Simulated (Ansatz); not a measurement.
Runs of Ansatz 0.2.0 on CdTe. The structure is cubic, space group F-43m (No. 216). Conventional cell: a = 6.410 Å, b = 6.410 Å, c = 6.410 Å, α = 90.00°, β = 90.00°, γ = 90.00°. Around Te (site symmetry -43m) lie 4 Cd at 2.78 Å. Cd (site symmetry -43m) is surrounded by 4 Te at 2.78 Å. 

```csv
task,potentials or basis,spin,cell,k mesh,cutoff (eV),gap on the mesh (eV),pressure (GPa)
band structure,"all-electron LAPW, scalar-relativistic",off,as given,5 × 5 × 5,260,0.75,1.8
relaxation of cell and atoms,"all-electron LAPW, scalar-relativistic",off,relaxed to 20 GPa,7 × 7 × 7,-,1.42,20.0
relaxation of cell and atoms,"all-electron LAPW, scalar-relativistic",off,relaxed to 30 GPa,7 × 7 × 7,-,(b),30.0
relaxation of cell and atoms,"all-electron LAPW, scalar-relativistic",off,relaxed to 10 GPa,7 × 7 × 7,-,1.14,10.0
band structure,"all-electron LAPW, relativistic spinors","SOC, no magnetisation",as given,5 × 5 × 5,260,(a),1.8
```

Alike in all rows: level PBEsol; smearing fermi-dirac 0.05 eV; basis error allowed 0.001 eV/atom.

Estimate the missing entries.

(a) 0.48; (b) 1.61.

Caveats: spin-orbit coupling is left out, which moves the levels of the heavy elements (some runs); an odd mesh through Γ misses points on the zone boundary, where band edges often lie (some runs).

A k mesh can miss the band edges, and rows without SOC leave out spin-orbit coupling on Cd, Te.
